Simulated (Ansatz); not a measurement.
# Gd (Im-3m): anisotropy by the force theorem

Method: Ansatz 0.2.0, DFT, PBE, all-electron PAW with datasets made for the crystal, scalar-relativistic.

Command: `ansatz run input.yaml --threads 2 --pin off --max-ram 4096MiB --backend cpu --events-out ev --progress --plain --runs-dir out`

```yaml
crystal:
  lattice:
    - [-2.025, 2.025, 2.025]
    - [2.025, -2.025, 2.025]
    - [2.025, 2.025, -2.025]
  atoms:
    - { symbol: Gd, position: [0.0, 0.0, 0.0], spin: 7.3 }
magnetization:
  spin_polarized: true
kpoints:
  mp_grid: { grid: [10, 10, 10] }
scf:
  occupations: { method: fermi_dirac, width: 0.1 }
hamiltonian:
  xc: pbe
  pseudopotentials: { kind: all_electron, datasets: crystal }
output:
  eigenvalues: false
  eigenstates:
    nscf_kmesh: { grid: [15, 15, 15] }
    top_band: c25
    magnetocrystalline_anisotropy:
      directions:
        - [0.0, 0.0, 1.0]
        - [0.57735027, 0.57735027, 0.57735027]
        - [0.70710678, 0.70710678, 0.0]
```

Output:

```
settings of this run that can trade accuracy for cost: output.eigenvalues: false. Do not mix this run's numbers with those of runs without the same settings; the input reference describes each key
hamiltonian.pseudopotentials.datasets: crystal makes datasets for this crystal and solves the spheres of its atoms anew in each pass: cutoff 310.0 eV, the density's 1240.0 eV; for an error of 0.50 meV an atom under PBE, 0.5 meV for the cell; an energy difference from a run of another recipe may be off by several times the error for the cell, under r2SCAN by more, where some 0.1 meV an atom stays a …
band count auto-derived: 18 (N_el = 18.0; filled up to band 9; 17 by the electrons, moments and atoms)
Engine: ansatz 0.2.0
Pseudopotentials: kind: all_electron
Pseudopotential: Gd, paw, valence charge 18, recommended cutoff 310 eV (normal), crystal/all_electron/pbe/scalar/gaussian/Gd, Koelling and Harmon's equation, gaussian nucleus
Functional definition: PBE
  parameter kappa = 0.804
  parameter beta = 0.06672455060314922
  exchange = pbe_x(kappa = kappa, mu = beta*pi^2/3)
  correlation = pbe_c(beta = beta)
a search for the magnetic state begins, with frozen cores and fixed partial waves. It gives no result and prints no iterations
the search for the magnetic state of this step took 9 SCF iterations with frozen cores. It stayed in its first state, in which the spheres begin
Crystal: 1 atoms, lattice volume = 33.215 Å³
Basis set: ecut = 310 eV, 381 PW (Γ), exchange–correlation on 48×48×48 points (8 copies of the dense FFT grid, shifted against one another)
Bands: 18, of which v1, the nominal top of the filled ones, is band 9 counted from 1 (8 counted from 0)
Symmetry: 48 space group operations
Space group: Im-3m (ITA 229), of the structure as read, at distance tolerance 3.2e-5 Å
Magnetic group: BNS 229.140 (UNI 1642), of the structure as read, at distance tolerance 3.2e-5 Å
k-points: 47 of 1000
Non-local potential: Gd, projectors of the file, l = 0: 2, l = 1: 2, l = 2: 1, l = 3: 2
PAW form: soft (Blöchl's): semilocal exchange-correlation on the pseudo side does not see the compensation charge
PAW one-centre angular grid: Gd, 590 points (default); XC on its mesh's 1837 points in the sphere
Initial density: read from a saved state, or passed on in memory by an earlier SCF of this step, an earlier step, the calling program or the single point that the run made first
Starting moments: Σ|m| = 7.3 μB on 1 of 1 site; this step starts from the density that it was given
Initial wavefunctions: pseudopotential atomic-orbital guess
Functional: x = pbe(κ = 0.804, μ = 0.2195149727645171), c = pbe(β = 0.06672455060314922)
iter 1 solved again at ethr=7.65e-5 eV; its pass at ethr=1.00e-1 eV (dr2=1.38e-2 eV) is discarded
SCF iter   1: F=—  HF=-306693.225755 eV  |F-HF|=—  |Δ(HF+E_count)|=         —  Δρ=6.26e-3 (↑3.82e-3 ↓6.26e-3)  dr2=9.78e-3  dr2_m=6.14e-3  M=7.524 μB ∫|m|=7.524 μB  β_m=0.30  ethr=7.65e-5  ⟨swp⟩=4.4  Hψ=10196  notcnv=1
preconditioner: auto → Kerker (q_TF=auto, 2.463 Å⁻¹)  [metal: Δε(μ)=0.009 eV  Ē_g=13.398 eV  σ=0.100 eV  W_gap=0.02  n_scr=12 (ndim 8)  ℏωp=25.8 eV  f_vac=0.000  D(μ)=2.63/eV (n_scr^D=18)]
spin=Collinear: Kerker preconditioning applied to the charge; magnetization (m = ρ↑ − ρ↓) channel mixes plain (no charge-response kernel on spin).
SCF iter   2: F=—  HF=-306693.225239 eV  |F-HF|=—  |Δ(HF+E_count)|=   5.16e-4  Δρ=3.50e-3 (↑3.16e-3 ↓3.50e-3)  dr2=8.21e-3  dr2_m=2.43e-4  M=7.622 μB ∫|m|=7.622 μB  β_m=0.31  ethr=5.44e-5  ⟨swp⟩=3.0  Hψ=3569  notcnv=0
SCF iter   3: F=—  HF=-306693.224593 eV  |F-HF|=—  |Δ(HF+E_count)|=   6.47e-4  Δρ=2.22e-3 (↑2.22e-3 ↓1.08e-3)  dr2=1.32e-3  dr2_m=1.35e-4  M=7.594 μB ∫|m|=7.594 μB  β_m=0.20  ethr=4.56e-5  ⟨swp⟩=2.0  Hψ=2910  notcnv=0
SCF iter   4: F=—  HF=-306693.225073 eV  |F-HF|=—  |Δ(HF+E_count)|=   4.80e-4  Δρ=1.43e-3 (↑1.43e-3 ↓6.65e-4)  dr2=5.77e-4  dr2_m=5.93e-5  M=7.594 μB ∫|m|=7.594 μB  β_m=0.50  ethr=7.35e-6  ⟨swp⟩=2.0  Hψ=2910  notcnv=0
iter 5 solved again at ethr=1.93e-8 eV; its pass at ethr=3.20e-6 eV (dr2=3.48e-6 eV) is discarded
SCF iter   5: F=—  HF=-306693.225123 eV  |F-HF|=—  |Δ(HF+E_count)|=   5.04e-5  Δρ=1.73e-4 (↑1.44e-4 ↓1.73e-4)  dr2=3.30e-6  dr2_m=6.71e-6  M=7.593 μB ∫|m|=7.593 μB  β_m=0.75  ethr=1.93e-8  ⟨swp⟩=3.3  Hψ=7186  notcnv=0
SCF iter   6: F=—  HF=-306693.225151 eV  |F-HF|=—  |Δ(HF+E_count)|=   2.82e-5  Δρ=4.25e-4 (↑1.17e-4 ↓4.25e-4)  dr2=4.93e-5  dr2_m=1.71e-5  M=7.588 μB ∫|m|=7.588 μB  β_m=0.87  ethr=1.83e-8  ⟨swp⟩=3.5  Hψ=4056  notcnv=0  recentre
SCF iter   7: F=—  HF=-306693.225149 eV  |F-HF|=—  |Δ(HF+E_count)|=   2.01e-6  Δρ=1.22e-4 (↑3.61e-5 ↓1.22e-4)  dr2=4.58e-6  dr2_m=1.46e-6  M=7.589 μB ∫|m|=7.589 μB  β_m=0.94  ethr=1.83e-8  ⟨swp⟩=3.4  Hψ=4012  notcnv=0
SCF iter   8: F=-306693.225149 eV  HF=-306693.225149 eV  |F-HF|=3.32e-9  |Δ(HF+E_count)|=   7.26e-7  Δρ=6.65e-6 (↑6.12e-6 ↓6.65e-6)  dr2=9.36e-9  dr2_m=9.99e-9  M=7.589 μB ∫|m|=7.589 μB  ethr=1.83e-8  ⟨swp⟩=2.5  Hψ=3058  notcnv=0
SCF 1 converged in 8 iterations: F = -306693.225149 eV  dr2 = 9.36e-9
  greatest PAW one-centre occupation: 0.996 electrons in one spin orbital (limit 2), on the Gd atom at site 0 (counted from 0), in its partial waves of l = 0
NSCF: frozen V_eff on 120 k-points
Magnetocrystalline anisotropy: 0 of 120 k-points coupled
Magnetocrystalline anisotropy: 64 of 120 k-points coupled
Magnetocrystalline anisotropy: 120 of 120 k-points coupled
WARN: output.eigenstates.magnetocrystalline_anisotropy: its error can be most of it. The directions' energies differ by 2.46e-5 eV, and taking the induced magnetisation to first order in the spin–orbit coupling leaves an estimated error of 6.87e-5 eV. Compare self-consistent runs with magnetization.spin_orbit
SCF converged after 8 iterations
Magnetization: 7.5892 μB (12.7946 up, 5.2054 down)
Absolute magnetization: 7.5892 μB (∫|ρ↑−ρ↓|)
Spin contamination: 0.0074 ħ² per cell (⟨S²⟩ above its minimum at these occupations)
Per-site moments (μB) at R_I (Å): [(7.305195656357743, 1.4468036901973778)]
Free energy (F): -306693.225149 eV
Harris-Foulkes:  -306693.225149 eV  (|F-HF|=3.32e-9)
Internal energy: -306693.143937 eV  (E = F + TS)
E sigma→0 (E₀):  -306693.184543 eV
Entropy (-TS):   -0.081211 eV (-81.211 meV/atom)
Past the cutoff: waves up to 1.5 times it would add -0.000466 eV an atom, which no energy here includes
By the cutoff:   a pressure is off by up to 0.017 GPa (6 times that energy over an atom's volume, and 0.004 GPa: a bound that held against runs at twice the plane waves)
Past the cutoffs: a stress includes -0.0008 GPa for waves and charges beyond them
In the spheres:  the bands' charges fall short by 1.1e-6 e at most (sound up to 1e-3)
Fermi energy:    14.175320 eV
--- Per-component energies (eV) ---
  E_band       = 3.997529
  E_kinetic    = 247.907047
  E_local      = -1796.479809  (includes V_loc(G=0)·N_el)
  E_nonlocal   = 122.554955
  E_hartree    = 851.566334
  E_xc         = -118.230039
  E_vxc        = -153.443539  (∫ρ·V_xc dr)
  E_paw        = -309361.871503  (= ΣΔE_a)
  E_vpaw       = -5577.228237  (= ΣTr[D̂ρ^β])
  E_ewald      = -2096.146859
  E_smearing   = -0.081211  (= −TS)
  E_closure    = 5457.555937  (closes the sum)
  Σ components = -306693.225149   (vs F -306693.225149, Δ=0.00e0)
  The terms above E_closure are by the made datasets' own strengths, without shells solved beside the bands.
--- Band table (eV; the first three rows and the last of 94) ---
  k-point 0 ↑: bands = ["-31.0142", "-8.0972", "-8.0972", "-8.0972", "9.1372", "9.5045", "9.5045", "9.5045", "9.6318", "9.6318", "9.6318", "9.6622", "15.4856", "15.4856", "15.4856", "17.7099"]
  k-point 1 ↑: bands = ["-31.0079", "-8.1682", "-8.1193", "-8.0975", "9.4195", "9.5082", "9.5114", "9.5131", "9.6234", "9.6272", "9.6283", "9.6514", "15.2917", "15.4045", "15.7836", "17.4314"]
  k-point 2 ↑: bands = ["-30.9912", "-8.3489", "-8.1766", "-8.0984", "9.5157", "9.5310", "9.5367", "9.5997", "9.6030", "9.6218", "9.6432", "10.1802", "14.8396", "15.0245", "16.6412", "17.2364"]
  k-point 46 ↓: bands = ["-27.6975", "-6.2337", "-6.2337", "-6.2337", "13.0534", "13.0534", "14.6659", "14.7320", "14.7320", "14.7320", "14.9251", "14.9251", "14.9251", "21.1085", "21.1085", "21.1085"]
settings of this run that can trade accuracy for cost: output.eigenvalues: false. Do not mix this run's numbers with those of runs without the same settings; the input reference describes each key
```

magnetocrystalline_anisotropy.tsv:

```
# direction_x	direction_y	direction_z	energy_mev	energy_tetrahedra_mev	beyond_first_order_mev	atom_0_mev	spread_mev	spread_tetrahedra_mev	orbital_0_along_direction_mub
# format = ansatz-magnetocrystalline-anisotropy/3
# nscf_kmesh_grid = 15 15 15
# nscf_kmesh_shift = 0 0 0
# n_bands = 34
# occupation_method = fermi_dirac
# smearing_width_ev = 0.1
# xc_rung = gga
# a1_ang = -2.025 2.025 2.025
# a2_ang = 2.025 -2.025 2.025
# a3_ang = 2.025 2.025 -2.025
# atom = 0 Gd 0 0 0
# kernel_functional = own
# kernel_scale = 1.0263
# goldstone_residual = 0.01514
# bands_end_over_fermi_ev = 31.748
# easy_direction_run = 0
# easy_direction_tetrahedra = 0
0	0	1	0	0	0.068654	0	0	0	0.2018
0.57735	0.57735	0.57735	0.021904	0.013681	0.064557	0.050663	0.094851	0.20432	0.2028
0.70711	0.70711	0	0.024582	0.012013	0.065303	0.059876	0.083647	0.25438	0.20221
```

Site moments (μB): Gd 7.31. Cell moment 7.59 μB.

The spread over coarser sub-meshes exceeds the differences between directions, so this mesh may not resolve the easy direction.

The magnetic group in the log treats spin as a scalar label, without spin–orbit coupling.

Without U a semilocal functional puts the f levels too near the Fermi level, which can change moments and the order of magnetic states; site and cell moments are spin moments. With open f shells a run can end in a state that isn't the lowest. The program couldn't verify every level among the many empty bands that the force theorem sums over. These are results for the start and cell typed. The real compound can order otherwise, in a larger cell, or not at all, since semilocal functionals at zero temperature often overstate magnetism.

It took 32 s on 2 threads of Arm Neoverse V2, on a shared host, peak memory 0.64 GiB.
